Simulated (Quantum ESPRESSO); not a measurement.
**TaN and the effect of the Hubbard U on Ta d**

```yaml
crystal:
  lattice:
    - [0.00000, 2.21132, 2.21132]
    - [2.21132, 0.00000, 2.21132]
    - [2.21132, 2.21132, 0.00000]
  atoms:
    - { symbol: Ta, position: [0.50000, 0.50000, 0.50000] }
    - { symbol: N, position: [0.00000, 0.00000, 0.00000] }
```

The cell comes from a database or a generator and needn't be the stable form of this composition.

Kept alike: task projected density of states; functional PBEsol; k mesh 10 × 10 × 10; occupations fermi-dirac, width 0.05 eV; no spin polarisation. Program: Quantum ESPRESSO, GBRV 1.5 PBEsol, cutoff 762 eV. The mesh is that of the run's cell of 2 atoms. No spin-orbit coupling.

| Hubbard U on Ta d, U (eV) | pressure (GPa) |
| --- | --- |
| 0 | -10.78 |
| 1 | -9.95 |
| 2 | ? |
| 3 | -8.12 |
| 4 | -7.12 |
| 5 | -6.06 |
| 6 | -4.92 |
| 8 | -2.44 |

Pressure is positive in compression; the values hold the error of the finite cutoff, so their zero can differ a little from the energy's minimum. U acts here on a shell without spin polarisation. For a metal such a mesh leaves the last digits unconverged. How U acts hangs on the program's projectors.

Task: Fit the rows shown and predict the run at 2 eV.

Result: A least-squares parabola through the rows shown is pressure = 0.03207 U² + 0.7842 U - 10.772 (largest miss 0.011); at U = 2 it gives -9.08 GPa. The run gave: pressure -9.07 GPa.
